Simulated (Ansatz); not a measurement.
## Ionic part of the dielectric constant of RbBr at -0.8 GPa, mode by mode

Method: DFT PBEsol, scalar-relativistic, plane waves, PAW in Ansatz. Cutoff 420 eV, 6×6×6 k-points (Γ-centred), fixed occupations. No spin polarisation. Phonons by linear response, acoustic sum rule imposed.

It takes space group Fm-3m (No. 225, cubic). Conventional cell: a = 7.012 Å, b = 7.012 Å, c = 7.012 Å, α = 90.00°, β = 90.00°, γ = 90.00°. Rb (site symmetry m-3m) is surrounded by 6 Br at 3.51 Å. Br (site symmetry m-3m) is surrounded by 6 Rb at 3.51 Å.

The cell is the ideal cubic rocksalt prototype.

The primitive cell has V = 86.21 Å³ and ε∞,zz = 2.494. Each polar mode adds Δε = (4.92064×10⁷/V)·S/ν² along z, with S its oscillator strength in e²/amu, ν in cm⁻¹ and V in Å³.

Question: From these modes, find each Δε and ε0,zz.
| ν (cm⁻¹) | S_zz (e²/amu) |
| --- | --- |
| 69.8 | 0.03295 |

Answer:
```
ν (cm⁻¹)    Δε
    69.8  3.86
```

The sum is 3.857, so ε0,zz = 6.35; the run's tensor has 6.35.

Question: Where do the longitudinal modes lie for a wave vector along z?

Answer: At 111 cm⁻¹. The Lyddane–Sachs–Teller product Π(ν_LO/ν_TO)² = 2.55 matches ε0/ε∞ = 2.55.

Cost: 1 run of about 0.14 core-minutes, on Intel Xeon 6975P-C (Granite Rapids) (shared hosts).